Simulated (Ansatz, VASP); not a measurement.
Pd: VASP beside Ansatz

```
Pd
1.0
     0.00000    1.84766    1.99352
     1.84766    0.00000    1.99352
     1.84766    1.84766    0.00000
Pd
1
Direct
  0.00000 0.00000 0.00000
```

Change from the starting cell: strain -0.050 along x and y, +0.025 along z, atoms carried along.

Alike in both runs: task single point; functional PBEsol; k mesh 20 × 20 × 20; occupations gaussian, width 0.15 eV; no spin polarisation.

|  | VASP | Ansatz |
| --- | --- | --- |
| version | VASP 6.6.1 | Ansatz 0.2.0 |
| potentials or method | VASP PAW PBE potentials, release 64 (Pd) | scalar-relativistic, plane waves, PAW |
| plane-wave cutoff (eV) | 520 | 420 |
| valence electrons in the cell | 10 | 18 |

Ansatz gave:

- gap on the k mesh at the Fermi level (eV): none
- pressure (GPa): 17.0
- largest component of the traceless stress (GPa): 5.26

**Question.** Estimate VASP's values.

**Answer.** gap on the k mesh at the Fermi level (eV): none; pressure (GPa): 16.5; largest component of the traceless stress (GPa): 5.18.

A gap of «none» marks a metal or a gap that the smearing closes. The two sets of potentials don't hold the same shells in valence.

Caveats: so large a pressure means that the cell lies far from this level's equilibrium, or that cutoff or potentials fall short (VASP); the potentials were made for another functional, which shifts forces and pressure (VASP).
